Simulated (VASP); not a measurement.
# HgTe: relaxation of cell and atoms with PBEsol

Crystal: HgTe.

```
Hg Te
1.0
    -3.04560    3.04560    1.55941
     3.04560   -3.04560    1.55941
     3.04560    3.04560   -1.55941
Hg Te
1 1
Cartesian
  0.0000 3.0456 0.7797
  0.0000 0.0000 0.0000
```

Measurements of this composition are mostly on another form, of space group No. 216.

| Item | Value |
| --- | --- |
| Program | VASP 6.6.1 |
| Task | relaxation of cell and atoms |
| Functional | PBEsol |
| Potentials or basis | VASP PAW PBE potentials, release 64 (Hg, Te) |
| Cutoff | 600 eV |
| k mesh | 8 × 8 × 8 |
| Occupations | fermi-dirac, width 0.05 eV |
| Spin | no spin polarisation |
| Ladder | gaps |
| Further INCAR settings | ALGO = Normal; EDIFF = 1e-06; IBRION = 2; EDIFFG = -0.01; NSW = 40; ISIF = 3 |

* Relaxed volume: 26.67 Å³/atom
* Relaxed cell: a = 4.441 Å, b = 4.441 Å, c = 4.441 Å, α = 96.87°, β = 96.87°, γ = 139.55°
* Space group after relaxing (to 0.05 Å): I-4m2 (No. 119)
* Energy gained by relaxing: 28.6 meV/atom
* Ionic steps: 8
* Pressure after relaxing: 0.0 GPa
* Band gap on the k mesh: none (metal or under the smearing width)

The path:
| step | energy change (eV) | largest force (eV/Å) | pressure (GPa) | volume (Å³) |
| --- | --- | --- | --- | --- |
| 1 | 0.0000 | 0.0000 | -3.58 | 57.86 |
| 2 | -0.0541 | 0.0000 | 0.87 | 52.62 |
| 3 | -0.0560 | 0.0000 | 0.11 | 53.34 |
| 4 | -0.0559 | 0.0000 | 0.02 | 53.43 |
| 5 | -0.0572 | 0.0000 | -0.05 | 53.41 |
| 6 | -0.0572 | 0.0000 | -0.06 | 53.41 |
| 7 | -0.0572 | 0.0000 | -0.06 | 53.41 |
| 8 | -0.0573 | 0.0000 | 0.00 | 53.34 |

Final structure:
```xyz
2
Lattice="-2.9469 2.9469 1.5356 2.9469 -2.9469 1.5356 2.9469 2.9469 -1.5356" Properties=species:S:1:pos:R:3 pbc="T T T"
Hg    0.0000    2.9469    0.7678
Te    2.9469    2.9469    1.5356
```

Levels at points of the mesh, in eV from the Fermi level:
| k point | band 5 | band 6 | band 7 | band 8 | band 9 | band 10 | band 11 | band 12 | band 13 |
| --- | --- | --- | --- | --- | --- | --- | --- | --- | --- |
| (0.00, 0.00, 0.00) | -6.46 | -6.46 | -3.47 | -2.77 | -2.77 | 3.50 | 4.43 | 7.19 | 7.19 |
| (0.50, 0.00, 0.00) | -6.71 | -6.54 | -4.89 | -2.18 | -1.39 | -0.41 | 3.35 | 3.51 | 5.94 |
| (0.50, 0.50, 0.00) | -6.43 | -6.42 | -6.38 | -0.91 | 1.79 | 1.80 | 2.74 | 3.35 | 8.72 |
| (0.50, 0.50, 0.50) | -6.42 | -6.30 | -4.94 | -4.94 | -4.74 | 3.08 | 7.00 | 8.61 | 8.61 |

It took 2.8 min on 1 thread of Intel(R) Xeon(R) Platinum 8488C (Sapphire Rapids), with other jobs on the host, peak memory 0.28 GiB.

Caveat: the PAW data sets were made with another functional, which shifts forces and pressure a little. Spin-orbit coupling is left out, which matters for the levels of Hg, Te.
